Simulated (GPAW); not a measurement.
The system is NaF (Villiaumite).

```xyz
2
Lattice="0.0000 2.3200 2.3200 2.3200 0.0000 2.3200 2.3200 2.3200 0.0000" Properties=species:S:1:pos:R:3 pbc="T T T"
Na    0.0000    0.0000    0.0000
F     2.3200    2.3200    2.3200
```

Base run:

```yaml
Program: GPAW 26.7.0
Functional: vdW-DF2
Potentials_or_basis: GPAW PAW data sets (gpaw-data 1.2.1)
Cutoff: 800 eV
Basis: pw
k_mesh: 8 × 8 × 8
Occupations: fermi-dirac, width 0.05 eV
Spin: no spin polarisation
```

Its results: band gap on the k mesh 6.25 eV, direct.

Q: After a change of settings the same cell gave: band gap on the k mesh 6.50 eV, direct. Which change was it?
A. functional from vdW-DF2 to M06-L
B. functional from vdW-DF2 to optPBE-vdW; band points from 80 to 100
C. functional from vdW-DF2 to LDA; potentials or basis from GPAW PAW data sets (gpaw-data 1.2.1) to the program's PAW data sets (release 1.2.1) made for this functional, other valence; cutoff from 800 eV to 650 eV; valence electrons from 14 to 8
D. functional from vdW-DF2 to GLLB-SC; potentials or basis from GPAW PAW data sets (gpaw-data 1.2.1) to the program's PAW data sets (release 1.2.1) made for this functional; cutoff from 800 eV to 650 eV

A: B.

Not every run made on this cell is shown here.
